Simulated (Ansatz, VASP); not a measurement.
# Cross-check of C between VASP and Ansatz

Aim: how closely do two programs agree when they are given the same cell, functional and k mesh? The structure shown is the end of the Ansatz relaxation below.

Method: plane waves, with VASP 6.6.1 beside it; single point at PBEsol with D3(BJ), in Ansatz 0.2.0.

### 1. Set-up

The cell holds 4 atoms: 4 C. Its edges and angles: a = 2.458 Å, b = 2.458 Å, c = 18.503 Å, α = 90.0°, β = 90.0°, γ = 60.0°. It derives from C. As first built, before any earlier steps moved the atoms (in the runner's words): kind sheets cut from a layered crystal; sheets 2. Vacuum lies along c.

### 2. Ansatz: relaxation, PBEsol with D3(BJ)

Ansatz runs on its default PAW (the set named soft_2) files.

This run makes the geometry at which the two programs are then compared.

Input file input.yaml:

```yaml
crystal:
  lattice:
    - [2.456454649, 0.0, 0.0]
    - [1.228117091, 2.127415769, 0.0]
    - [0.0, 0.0, 18.5034818852]
  atoms:
    - { symbol: C, position: [0.185059276, 0.185059276, 0.594670882] }
    - { symbol: C, position: [0.518408531, 0.518408531, 0.594635655] }
    - { symbol: C, position: [0.509192325, 0.509192325, 0.405364345] }
    - { symbol: C, position: [0.842541579, 0.842541579, 0.405329118] }
kpoints:
  mp_grid: { grid: [18, 18, 1] }
scf:
  occupations: { method: fermi_dirac, width: 0.05 }
  n_extra_bands: 8
hamiltonian:
  xc: pbesol
  pseudopotentials: { kind: paw }
  dispersion: d3bj
output:
  forces: true
  write_potential: true
  volumetric_format: []
relax:
  f_tol: 0.03
  max_steps: 45
  cell: { fix: [c, alpha, beta] }
```

Command:

```
$ ansatz run input.yaml --threads 2 --pin off --max-ram 4096MiB --backend cpu --events-out ev --progress --plain --runs-dir out
```

Numbers of over 12 decimals in the logs are rounded to 6 here.

Log:

```text
scf.n_extra_bands = 8 over 8 filled bands (N_el = 16.0): the run solves 16 bands
Engine: ansatz 0.2.0, aarch64-unknown-linux-gnu
Pseudopotentials: kind: paw
Pseudopotential: C, paw, valence charge 4, recommended cutoff 420 eV (normal), C.paw.azcp
Functional definition: PBEsol
  exchange = pbesol_x
  correlation = pbesol_c
Crystal: 4 atoms, lattice volume = 96.697 Å³
Basis set: ecut = 420 eV, 1819 PW (Γ), exchange–correlation on 36×36×250 points (8 copies of the dense FFT grid, shifted against one another)
Bands: 16, of which v1, the nominal top of the filled ones, is band 8 counted from 1 (7 counted from 0)
Symmetry: 4 space group operations
Space group: C2/m (ITA 12), of the structure as read, at distance tolerance 4.6e-5 Å
k-points: 91 of 324
Non-local potential: C, projectors of the file, l = 0: 2, l = 1: 2, l = 2: 1
PAW form: soft (Blöchl's): semilocal exchange-correlation on the pseudo side does not see the compensation charge
PAW frozen core: C, regenerated for the run's functional, and the local potential with it (the file was generated under x = pbe(κ = 0.804, μ = 0.219515), c = pbe(β = 0.066725))
PAW one-centre angular grid: C, 110 points (default); XC on 64 Gauss nodes
Initial density: superposition of atomic densities (neutral atoms: chi_scale 0, normalization atom), corrected by the library's trained network
Initial wavefunctions: pseudopotential atomic-orbital guess
Functional: x = pbesol(κ = 0.804, μ = 0.123457), c = pbesol(β = 0.046)
SCF iter   1: F=—  HF=-987.050327 eV  |F-HF|=—  |Δ(HF+E_count)|=         —  Δρ=2.33e-3  dr2=4.09e-3  ethr=1.77e-3  ⟨swp⟩=5.9  Hψ=8809  notcnv=0  defer=24
preconditioner: auto → LDOS  [metal: Δε(μ)=0.018 eV  Ē_g=16.905 eV  σ=0.050 eV  W_gap=0.09  n_scr=10 (ndim 8)  ℏωp=15.1 eV  f_vac=0.610  D(μ)=0.12/eV (n_scr^D=2)  β→1.0]
SCF iter   2: F=—  HF=-987.054197 eV  |F-HF|=—  |Δ(HF+E_count)|=   3.87e-3  Δρ=1.09e-3  dr2=4.75e-3  ethr=2.56e-5  ⟨swp⟩=2.9  Hψ=3680  notcnv=0  defer=241
SCF iter   3: F=—  HF=-987.053160 eV  |F-HF|=—  |Δ(HF+E_count)|=   1.04e-3  Δρ=5.06e-4  dr2=1.03e-3  ethr=2.56e-5  ⟨swp⟩=2.5  Hψ=2370  notcnv=0  defer=241
SCF iter   4: F=—  HF=-987.052884 eV  |F-HF|=—  |Δ(HF+E_count)|=   2.75e-4  Δρ=1.22e-4  dr2=5.69e-5  ethr=6.43e-6  ⟨swp⟩=2.3  Hψ=1826  notcnv=0  defer=241
SCF iter   5: F=—  HF=-987.052853 eV  |F-HF|=—  |Δ(HF+E_count)|=   3.16e-5  Δρ=2.05e-5  dr2=9.17e-7  ethr=3.55e-7  ⟨swp⟩=2.4  Hψ=1870  notcnv=0  defer=226
SCF iter   6: F=-987.052853 eV  HF=-987.052853 eV  |F-HF|=7.89e-9  |Δ(HF+E_count)|=   1.47e-7  Δρ=6.47e-6  dr2=2.92e-8  ethr=6.25e-10  ⟨swp⟩=7.7  Hψ=8310  notcnv=0
SCF 1 converged in 6 iterations: F = -987.052853 eV  dr2 = 2.92e-8
  greatest PAW one-centre occupation: 0.673 electrons in one spin orbital (limit 2), on the C atom at site 2 (counted from 0), in its partial waves of l = 0
relax step   1: F+E_penalty+E_count = -987.05285271 eV  Δ(F+E_penalty+E_count) = +0.000e0 eV  max|allowed force component| = 2.398e-2 eV/Å  Δτ_max = 0.0000 Å  P = +0.177 GPa  Ω = 96.697 Å³  fix = [c, alpha, beta]  reactions: c -0.233 GPa; alpha +0.002, beta +0.002 GPa/rad  (6 SCF iters, dr2 threshold 1.00e-7 eV, accepted)
[...]
relax step   3: F+E_penalty+E_count = -987.05588535 eV  Δ(F+E_penalty+E_count) = -3.033e-3 eV  max|allowed force component| = 1.064e-2 eV/Å  Δτ_max = 0.0513 Å  P = +0.017 GPa  Ω = 96.814 Å³  energy of the carried Pulay correction = -1.381e-4 eV  fix = [c, alpha, beta]  reactions: c -0.118 GPa; alpha +0.002, beta +0.002 GPa/rad  (10 SCF iters, accepted)
[...]
relax step   4: F+E_penalty+E_count = -987.05652117 eV  Δ(F+E_penalty+E_count) = -6.358e-4 eV  max|allowed force component| = 4.035e-3 eV/Å  Δτ_max = 0.0264 Å  P = -0.009 GPa  Ω = 96.844 Å³  energy of the carried Pulay correction = -1.734e-4 eV  fix = [c, alpha, beta]  reactions: c -0.038 GPa; alpha +0.002, beta +0.002 GPa/rad  (6 SCF iters, dr2 threshold 1.81e-8 eV, accepted)
[...]
relax step   5: F+E_penalty+E_count = -987.05668402 eV  Δ(F+E_penalty+E_count) = -1.629e-4 eV  max|allowed force component| = 4.092e-3 eV/Å  Δτ_max = 0.0000 Å  P = -0.009 GPa  Ω = 96.844 Å³  fix = [c, alpha, beta]  reactions: c -0.042 GPa; alpha +0.002, beta +0.002 GPa/rad  stress off target by 7.56e-3 GPa on what of the cell is left free  SCF on the basis re-selected at this cell (its energy is not comparable with the rows above)  (4 SCF iters)
basis re-selected at this cell: Δ(F+E_penalty+E_count) = -1.629e-4 eV, ΔP = +0.000 GPa vs the last step (what re-selecting the basis moved, of the pressure what is left beyond the Pulay correction that the steps carried, after the strain that the cell walked since its last selection, with what the two solves' SCF thresholds leave and, on support functions, any second-order correction that the steps lacked; it is no m [...]
WARN: The output density's exchange-correlation potential varies sharply where the density is thin. Do not read a vacuum level from v_tot or v_xc, or from such a field of the output density. On a cell that repeats whose density bears no net charge and no dipole along the vacuum's axis use v_es (v_loc + v_h of the components); under efield.dipole_correction with no amplitude use v_es + v_field, which holds any externa [...]
SCF converged after 4 iterations
Free energy (F): -987.056684 eV
Harris-Foulkes:  -987.056684 eV  (|F-HF|=2.94e-10)
Internal energy: -987.055821 eV  (E = F + TS)
E sigma→0 (E₀):  -987.056252 eV
Entropy (-TS):   -0.000863 eV (-0.216 meV/atom)
Fermi energy:    -0.230698 eV
--- Per-component energies (eV) ---
  E_band       = -150.016551
  E_kinetic    = 363.418224
  E_local      = -6837.603492  (includes V_loc(G=0)·N_el)
  E_nonlocal   = 109.694464
  E_hartree    = 3239.453313
  E_xc         = -190.387483
  E_vxc        = -236.612221  (∫ρ·V_xc dr)
  E_paw        = -381.934553  (= ΣΔE_a)
  E_vpaw       = -27.820129  (= ΣTr[D̂ρ^β])
  E_aug_tail   = 0.000032  (compensation charges beyond the density's cutoff)
  E_ewald      = 2710.525565
  E_disp       = -0.306292  (pairwise vdW)
  E_core_change = 0.084402  (= ΣΔE_core)
  E_smearing   = -0.000863  (= −TS)
  E_closure    = -0.000000  (closes the sum)
  Σ components = -987.056684   (vs F -987.056684, Δ=0.00e0)
--- Forces (eV/Å), atoms counted from 1 ---
  atom   1  C     -0.00017960    -0.00010370    -0.00409181
  atom   2  C     -0.00035359    -0.00020416    -0.00135094
  atom   3  C      0.00035359     0.00020416     0.00135094
  atom   4  C      0.00017960     0.00010370     0.00409181
  max |Σ_I F_I| component: 0.00e0 eV/Å
--- Stress (GPa, compression-positive) ---
        0.007526       0.000052      -0.002951
        0.000052       0.007466      -0.001704
       -0.002951      -0.001704      -0.041784
  P = ⅓ Tr σ = -0.0089 GPa (-0.089 kbar)
--- Band table (eV; the first three rows and the last of 91) ---
  k-point 0: bands = [... 4 lower, -3.2179, -3.2174, -3.2087, -3.2084, 3.2605, 3.7350, 4.4686, 5.9806, ... 4 higher]
  k-point 1: bands = [... 4 lower, -3.5184, -3.5055, -3.3786, -3.3665, 3.3589, 3.8348, 4.5689, 6.0799, ... 4 higher]
  k-point 2: bands = [... 4 lower, -4.3439, -4.3220, -3.8040, -3.7874, 3.6542, 4.1338, 4.8699, 6.3778, ... 4 higher]
  k-point 90: bands = [... 4 lower, -6.6607, -6.6323, -2.8009, -2.4522, 1.2921, 1.6399, 7.1182, 7.3241, ... 4 higher]
--- Relaxed structure (4 steps of the walk, 3 accepted, 1 SCFs on fresh bases) ---
  F+E_penalty+E_count = -987.05668402 eV   max|allowed force component| = 4.092e-3 eV/Å   (the final SCF, on the basis selected at the relaxed cell)
  cell:  # Å, volume = 96.8435 Å³
    - [2.458355, 7.763624293757126e-5, 0]
    - [1.229134, 2.129023, 0]
    - [0, 0, 18.5034818852]
  atoms:
    - { symbol: C, position: [0.182825, 0.182825, 0.590508] }
    - { symbol: C, position: [0.516157, 0.516157, 0.590475] }
    - { symbol: C, position: [0.511443, 0.511443, 0.409525] }
    - { symbol: C, position: [0.844776, 0.844776, 0.409492] }
```

### 3. VASP: single point, PBEsol with D3(BJ)

The same cell, functional, mesh and smearing now go to VASP, with its own data sets.

Lines of VASP's logs that name or quote its potential files are left out, and so is its time.

Input file INCAR:

```
SYSTEM = C
PREC = Accurate
ENCUT = 600
EDIFF = 1E-06
NELM = 120
ISMEAR = -1
SIGMA = 0.05
LREAL = .FALSE.
ALGO = Normal
GGA = PS
IVDW = 12
NBANDS = 14
LORBIT = 11
LWAVE = .FALSE.
LCHARG = .FALSE.
ISIF = 2
LASPH = .TRUE.
GGA_COMPAT = .FALSE.
```

Input file POSCAR:

```
C
1.0
    2.4583551028      0.0000776362      0.0000000000
    1.2291344696      2.1290228447      0.0000000000
    0.0000000000      0.0000000000     18.5034818852
C
4
Direct
    0.1828245590      0.1828245590      0.5905081316
    0.5161573811      0.5161573811      0.5904747573
    0.5114434744      0.5114434744      0.4095252427
    0.8447762965      0.8447762965      0.4094918684
```

Input file KPOINTS:

```
Automatic mesh
0
Gamma
18 18 1
0 0 0
```

Potentials, in the order of the species: C (PBE family, release 64).

Command:

```
$ mpirun -np 1 vasp_std
```

Log:

```text
[banner, memory and clock lines left out]
running    1 mpi-ranks, on    1 nodes
 distrk:  each k-point on    1 cores,    1 groups
 distr:  one band on    1 cores,    1 groups

 POSCAR found type information on POSCAR C
 POSCAR found :  1 types and       4 ions
|                                                                             |
|               ----> ADVICE to this user running VASP <----                  |
|                                                                             |
|     You enforced a specific xc type in the INCAR file but a different       |
|     [... a line on the potential file left out ...]
|     I HOPE YOU KNOW WHAT YOU ARE DOING!                                     |
|                                                                             |

 LDA part: xc-table for (Slater+PW92), standard interpolation
 POSCAR, INCAR and KPOINTS ok, starting setup
 FFT: planning ... GRIDC
 FFT: planning ... GRID_SOFT
 FFT: planning ... GRID
 WAVECAR not read
 entering main loop
       N       E                     dE             d eps       ncg     rms          rms(c)
DAV:   1     0.108195432867E+03    0.10820E+03   -0.71572E+03  2556   0.103E+03
DAV:   2    -0.296251156802E+02   -0.13782E+03   -0.12398E+03  3902   0.217E+02
DAV:   3    -0.408291170010E+02   -0.11204E+02   -0.11097E+02  3304   0.677E+01
DAV:   4    -0.410518591972E+02   -0.22274E+00   -0.22219E+00  3338   0.118E+01
DAV:   5    -0.410581881659E+02   -0.63290E-02   -0.63238E-02  3426   0.192E+00    0.906E+00
DAV:   6    -0.392232251058E+02    0.18350E+01   -0.15618E+00  3106   0.788E+00    0.525E+00
DAV:   7    -0.385818213060E+02    0.64140E+00   -0.20194E+00  3454   0.897E+00    0.125E+00
DAV:   8    -0.385782290347E+02    0.35923E-02   -0.91365E-02  3556   0.185E+00    0.150E-01
DAV:   9    -0.385778149215E+02    0.41411E-03   -0.29032E-03  3368   0.369E-01    0.931E-02
DAV:  10    -0.385761983866E+02    0.16165E-02   -0.26074E-03  3406   0.280E-01    0.698E-02
DAV:  11    -0.385762632127E+02   -0.64826E-04   -0.33358E-04  3136   0.130E-01    0.312E-02
DAV:  12    -0.385767231217E+02   -0.45991E-03   -0.23208E-04  2902   0.886E-02    0.131E-02
DAV:  13    -0.385767993987E+02   -0.76277E-04   -0.68492E-05  2866   0.456E-02    0.817E-03
DAV:  14    -0.385770832116E+02   -0.28381E-03   -0.16775E-05  3070   0.214E-02    0.704E-03
DAV:  15    -0.385772731858E+02   -0.18997E-03   -0.16762E-05  2998   0.186E-02    0.657E-03
DAV:  16    -0.385773374807E+02   -0.64295E-04   -0.27403E-06  3064   0.971E-03    0.250E-03
DAV:  17    -0.385773575183E+02   -0.20038E-04   -0.11413E-06  2774   0.480E-03    0.258E-03
DAV:  18    -0.385773594553E+02   -0.19370E-05   -0.33281E-08  2654   0.113E-03    0.137E-03
DAV:  19    -0.385773621009E+02   -0.26456E-05   -0.58009E-08  2060   0.125E-03    0.134E-04
DAV:  20    -0.385773621614E+02   -0.60552E-07   -0.39576E-09  2594   0.366E-04
   1 F= -.38883618E+02 E0= -.38883186E+02  d E =-.863036E-03
```

Parts of OUTCAR (step 3):

```text
ion  position               nearest neighbor table
   1  0.183  0.183  0.591-   2 1.42   2 1.42   2 1.42
   2  0.516  0.516  0.590-   1 1.42   1 1.42   1 1.42
   3  0.511  0.511  0.410-   4 1.42   4 1.42   4 1.42
   4  0.845  0.845  0.409-   3 1.42   3 1.42   3 1.42

  LATTYP: Found a hexagonal cell.
 ALAT       =     2.4583551041
 C/A-ratio  =     7.5267734327

 Subroutine GETGRP returns: Found  4 space group operations
 (whereof  2 operations were pure point group operations)

The static configuration has the point symmetry C_1h.
 The point group associated with its full space group is C_2h.

 Found     91 irreducible k-points:

   k-points           NKPTS =     91   k-points in BZ     NKDIM =     91   number of bands    NBANDS=     14

   dimension x,y,z NGX =    20 NGY =   20 NGZ =  150
   dimension x,y,z NGXF=    40 NGYF=   40 NGZF=  300

   ENCUT  =  600.0 eV  44.10 Ry    6.64 a.u.   4.91  4.91 36.96*2*pi/ulx,y,z

   NELECT =      16.0000    total number of electrons

 k-points in reciprocal lattice and weights: Automatic mesh
   0.00000000  0.00000000  0.00000000       0.003
   0.05555556 -0.00000000  0.00000000       0.012
   0.05555556  0.05555556  0.00000000       0.006
   0.11111111 -0.00000000  0.00000000       0.012
   0.11111111  0.11111111  0.00000000       0.006
   0.16666667 -0.00000000  0.00000000       0.012
   0.16666667  0.16666667  0.00000000       0.006
   0.22222222 -0.00000000  0.00000000       0.012
   0.22222222  0.22222222  0.00000000       0.006
[...]
-0.27777778  0.33333333  0.00000000       0.012
  -0.33333333  0.33333333  0.00000000       0.006

 average (electrostatic) potential at core
       1 -56.5219       2 -56.5393       3 -56.5393       4 -56.5219

 E-fermi :  -1.0686

 k-point     1 :       0.0000    0.0000    0.0000
  band No.  band energies     occupation
    ...
      4      -8.2540      2.00000
      5      -4.0548      2.00000
      6      -4.0542      2.00000
      7      -4.0453      2.00000
      8      -4.0449      2.00000
      9       2.4274      0.00000
     10       2.9071      0.00000
     11       3.6454      0.00000
     12       5.1902      0.00000
     13       5.3430      0.00000
    ...

 k-point     2 :       0.0556   -0.0000    0.0000
  band No.  band energies     occupation
    ...
      4      -8.1675      2.00000
      5      -4.3551      2.00000
      6      -4.3419      2.00000
      7      -4.2153      2.00000
      8      -4.2030      2.00000
      9       2.5257      0.00000
     10       3.0068      0.00000
     11       3.7458      0.00000
     12       5.2895      0.00000
     13       5.4354      0.00000
    ...

 k-point     3 :       0.0556    0.0556    0.0000
  band No.  band energies     occupation
    ...
      4      -8.1675      2.00000
      5      -4.3554      2.00000
      6      -4.3417      2.00000
      7      -4.2150      2.00000
      8      -4.2032      2.00000
      9       2.5257      0.00000
     10       3.0068      0.00000
     11       3.7458      0.00000
     12       5.2895      0.00000
     13       5.4354      0.00000
    ...

 Edisp (eV)   -0.30626

  Total       0.12265     0.12262    -0.08947     0.00003    -0.00107    -0.00185
  in kB       2.02920     2.02866    -1.48017     0.00047    -0.01765    -0.03057
  external pressure =        0.86 kB  Pullay stress =        0.00 kB

  energy-cutoff  :      600.00
  volume of cell :       96.84
      direct lattice vectors                 reciprocal lattice vectors
     2.458355103  0.000077636  0.000000000     0.406783475 -0.234845574  0.000000000
     1.229134470  2.129022845  0.000000000    -0.000014834  0.469707610  0.000000000
     0.000000000  0.000000000 18.503481885     0.000000000  0.000000000  0.054043882

 POSITION                                       TOTAL-FORCE (eV/Angst)
 -----------------------------------------------------------------------------------
      0.67416      0.38925     10.92646        -0.000246     -0.000142     -0.003488
      1.90332      1.09895     10.92584        -0.000379     -0.000219     -0.001024
      1.88594      1.08891      7.57764         0.000379      0.000219      0.001024
      3.11510      1.79861      7.57703         0.000246      0.000142      0.003488
 -----------------------------------------------------------------------------------
    total drift:                               -0.000012     -0.000007     -0.000003

  FREE ENERGIE OF THE ION-ELECTRON SYSTEM (eV)
  ---------------------------------------------------
  free  energy   TOTEN  =       -38.8836176252 eV

  energy  without entropy=      -38.8827545897  energy(sigma->0) =      -38.88318611

 total charge
# of ion       s       p       d       tot
------------------------------------------
    1        0.859   1.793   0.000   2.652
    2        0.859   1.791   0.000   2.650
    3        0.859   1.791   0.000   2.650
    4        0.859   1.793   0.000   2.652
--------------------------------------------------
tot          3.436   7.168   0.000  10.604

[... 3 further parts left out ...]
```

Dispersion corrections of this kind ignore metallic screening and tend to overbind metals.

### 4. Differences

Known differences besides the potentials themselves: the cutoff is 420 eV in Ansatz and 600 eV in VASP; Ansatz makes its cores anew for this functional, VASP keeps those of its PBE data sets; Ansatz's pressure holds a Pulay correction, VASP's none. Total energies have different zeros and are not compared.

Both answers:

```csv
quantity,Ansatz,VASP,difference
pressure (GPa),-0.01,0.09,-0.09
```

With vacuum in the cell, a pressure given here is an average over mostly empty space and none of the material.

### 5. Results

| Property | Result |
| --- | --- |
| difference in pressure (single point, PBEsol with D3(BJ)) | -0.095 GPa |

**Reading.** The difference in pressure is -0.095 GPa (single point, PBEsol with D3(BJ)), within the 1 GPa picked in this series as the mark of a large difference. 1 further run of this series is not shown here. How closely two codes agree says nothing of how well the functional describes the real material.

[Lines on the potential files, build, host, timing and source positions are cut from VASP's logs without a mark.]

[Logs are printed without paths, hosts, clocks, repeated set-up lines and the standing remarks that a program may print on its own settings, such as how far it seeks lower states.]

[Hosts, paths, dates, database ids (printed as entryN), source tags and the programs' standing remarks are cut or masked in the printed files.]
